**Q:** In rutile SnO₂ every tin atom has six oxygen neighbours, and all the Sn–O bonds have nearly the same length. Why, then, do the vibrations of this crystal spread over such a wide range?

Zone-centre phonon frequencies of rutile SnO₂, computed with GPAW 26.7.0 using the LDA functional and PAW data sets (gpaw-data 1.2.1), from finite displacements in the relaxed 6-atom cell. The plane-wave cutoff is 680 eV (800 eV for the relaxation), the k mesh 4×4×5 and the Fermi–Dirac smearing width 0.05 eV.

```csv
row,phonon q row (row),phonon frequency (cm⁻¹)
1,1,0.0
2,1,0.0
3,1,0.0
4,1,105.1
5,1,147.0
6,1,225.6
7,1,225.6
8,1,281.6
9,1,281.6
10,1,350.9
11,1,459.4
12,1,464.9
13,1,464.9
14,1,559.4
15,1,597.0
16,1,597.0
17,1,626.3
18,1,757.2
```

**A:** Start with what is listed. The row number counts the vibrations upwards in frequency, and the phonon q row is 1 throughout because all of them belong to zero wave vector, where every unit cell moves alike. Six atoms give eighteen modes. Three are shifts of the whole crystal and have zero frequency; the other fifteen run from 105 to 757 cm⁻¹, a factor of about seven.

The bond length hardly matters for this spread. What matters first is whether a motion changes the bond lengths at all.

**Q:** How can an oxygen atom move without changing the length of its bonds?

**A:** Think of CO₂. If the carbon atom moves along the molecular axis, one bond shortens and the other lengthens. If it moves sideways, neither changes to first order, and the bending vibration lies far below the stretching ones.

In SnO₂ each oxygen sits in a plane with its three tin neighbours, so the sideways direction is the one out of that plane. The analogy ends with the restoring force: in the crystal, a sideways oxygen also runs into other oxygens, which CO₂ has no counterpart for.

**Q:** Can I see this in the table, although tin moves as well?

**A:** Yes, because in some modes tin stands still. Each tin atom sits on a centre of inversion, so it has no part in vibrations that are even under inversion. These carry the letter g in their symmetry names; odd ones carry u, and E marks a degenerate pair. I assign the names from the pairing of the frequencies and the known mode order of rutile, not from computed displacement patterns.

The even modes are B1g (row 4), A2g (row 10), the pair Eg (rows 12 and 13), A1g (row 17) and B2g (row 18). Only oxygen moves in them, so mass can't explain why they differ. The direction of motion can.

**Q:** Which direction belongs to which mode?

**A:** Of its three bonds, an oxygen has one in the plane perpendicular to the c axis, which I call apical, and two that slant up and down along c, which I call equatorial. In B1g and A2g the oxygen moves sideways and stretches nothing. In Eg it moves along c and changes the two equatorial bonds. In A1g and B2g it moves along the apical bond and changes all three.

To compare the directions, add up the squares of the bond changes for a unit shift of the oxygen. The relaxed geometry gives 0 for the sideways motion, 1.2 along c and 1.8 along the apical bond. The computed frequencies rise in the same order.

**Q:** But then B1g and A2g should both be at zero, and A1g should equal B2g. Instead A2g is more than three times as high as B1g, and B2g lies 131 cm⁻¹ above A1g.

**A:** That is where Sn–O springs alone fail. They describe each oxygen by itself, whereas the partners in each couple differ in how neighbouring oxygens move relative to one another. Look at the octahedron of six oxygens around one tin.

In B1g all six turn about the c axis in the same sense, so the octahedron roughly rotates as a whole, though the equatorial oxygens, nearer the axis, turn through a larger angle. In A2g the apical and the equatorial oxygens turn in opposite senses and the octahedron is distorted. For the same oxygen shift, the distance between an apical and an equatorial oxygen changes by 1.15 units in A2g, but only by 0.26 in B1g.

**Q:** Does the same argument separate A1g from B2g?

**A:** It gives the order, with the same two numbers. In B2g all six bonds of one octahedron lengthen while those of the next one shorten, so the oxygens around a tin crowd together or spread apart. In A1g the two apical bonds lengthen while the four equatorial ones shorten, and each apical oxygen largely keeps its distance from the equatorial ones. The two oxygens of a shared edge change their distance equally in both modes, so they don't separate them.

If neighbouring oxygens resist a change of their distance, B2g should lie above A1g and A2g above B1g, as computed. That the extra stiffness comes from repulsion between oxygens is the natural reading, but changes of bond angle and long-range electrostatic forces act at the same time. The geometry therefore makes the order plausible but doesn't give the size of each splitting: the same two numbers would make both splittings equal in squared frequency, yet that of B2g and A1g is 1.6 times that of A2g and B1g.

**Q:** What changes when tin takes part? Why is row 5 so low, at 147 cm⁻¹?

**A:** Here it helps to see the crystal as ribbons. Along c, each row of tin atoms shares edges of its octahedra and forms a ribbon with its equatorial oxygens. If the equatorial bonds are stiff, the lower B1u mode, row 5, should be one in which whole ribbons slide along c, neighbours in opposite directions; there is no computed displacement pattern to confirm it. Within a ribbon nothing is stretched, and the apical bonds that join the ribbons stand at right angles to the sliding. The oxygens of neighbouring ribbons do get in each other's way: an apical and an equatorial oxygen change their distance by 1.10 units (the c edge divided by their distance), almost as much as in A2g. The mode should lie far below A2g all the same, because a ribbon carries its tin along and is 4.7 times as heavy as its oxygens alone.

The upper B1u mode, row 14, has the same symmetry, but now tin moves against the oxygens of its own ribbon. This stretches the equatorial bonds, and the frequency is 3.8 times as high.

**Q:** Could I have estimated that upper frequency?

**A:** Roughly, from Eg. There too the oxygens move along c and stretch the equatorial bonds, but against a tin atom at rest. If K is the force constant for one oxygen and m(O) its mass, the squared frequency is proportional to K/m(O).

Now let tin move. A ribbon has two oxygens per tin, so tin feels twice the force, and the squared frequency becomes proportional to K × [1/m(O) + 2/m(Sn)]. Two oxygen masses make up 0.27 of a tin mass. The estimate is therefore 465 × √1.27 ≈ 524 cm⁻¹, against a computed 559.

**Q:** That is 6% below the computed value, with nothing fitted. Is there another mode to try it on?

**A:** A2u, row 11. It has the same motion inside each ribbon, only now all ribbons move in step instead of alternately. The estimate is again 524 cm⁻¹, but the computed frequency is 459, so this time it is 14% too high. The estimate can't tell the two modes apart, because it leaves out how the ribbons act on each other.

The oxygen contacts already give the direction of the split. An apical and an equatorial oxygen belong to neighbouring ribbons. In A2u all oxygens move together and keep their distances; in B1u the oxygens of neighbouring ribbons move oppositely and change them by 1.10 units; Eg lies halfway in stiffness from this source. So K taken from Eg is not a pure Sn–O spring: it holds some oxygen–oxygen stiffness that A2u lacks and B1u has twice over, and the estimate is expected to fall between the two. Dipole forces should push the same way, since ribbons moving in step add their dipoles and lower a transverse vibration, but the calculation doesn't separate the two effects.

**Q:** Is anything missing for the polar modes?

**A:** Yes. A longitudinal polar vibration sets up a macroscopic electric field that stiffens it. This calculation leaves that field out, so the A2u and Eu frequencies are transverse values. Row 18 therefore need not be the top of the full spectrum.

**Q:** The Eu pairs are still open. Why are two of them low and one high?

**A:** They are vibrations in the plane perpendicular to c. The highest pair, at 597 cm⁻¹, fits tin moving against oxygen with the bonds stretched. For the two lower ones, at 226 and 282 cm⁻¹, symmetry leaves two other motions, both of which should be slow: oxygen going sideways, and the two heavy tin atoms of the cell moving against each other. The second does stretch bonds, but it is slow because of the mass. How the two motions are shared between the pairs is a guess without the displacement patterns.

**Q:** So for another rutile oxide I would first ask which bonds are stretched, then which atoms move, and then whether the oxygens get in each other's way?

**A:** In that order, yes, but for polar modes ask about the dipole forces too. In rutile TiO₂ they make the A2u mode soft although it stretches bonds. The printed output below gives the geometry and the ratios behind each step. Take the most care with B1g. Only light oxygen moves in it, yet it is the lowest mode, because it stretches no bond and the oxygens hardly get in each other's way. With so little to hold it back, small changes of the structure or of the settings can shift it, and the k mesh here is coarse.

This near-rotation of the octahedra is known to soften when rutile crystals are compressed, and the relaxed cell used here is 1.5% smaller in volume than the starting one. How much of the low value of 105 cm⁻¹ comes from the smaller cell? Repeating the calculation in the starting cell would tell.

Numerical output:

```
optical modes, count: 15
degenerate optical pairs, count: 4
highest over lowest optical frequency, ratio: 7.205
step from A2g to A2u, 1/cm: 108.5
apical Sn-O length, angstrom: 2.037
equatorial Sn-O length, angstrom: 2.048
sum of squared bond changes per squared O shift along apical bond: 1.795
sum of squared bond changes per squared O shift along c: 1.205
apical-equatorial O-O distance, angstrom: 2.889
O-O change per unit O shift in A2g and B2g: 1.152
O-O change per unit O shift in B1g and A1g: 0.2581
A2g over B1g frequency, ratio: 3.339
B2g less A1g frequency, 1/cm: 130.9
upper over lower B1u frequency, ratio: 3.805
Eg less A2u frequency, 1/cm: 5.5
estimate for both A2u and upper B1u from Eg and masses, 1/cm: 523.8
estimate less computed A2u, percent of computed: 14.02
estimate less computed upper B1u, percent of computed: -6.359
volume change from starting to relaxed cell, percent: -1.505
```
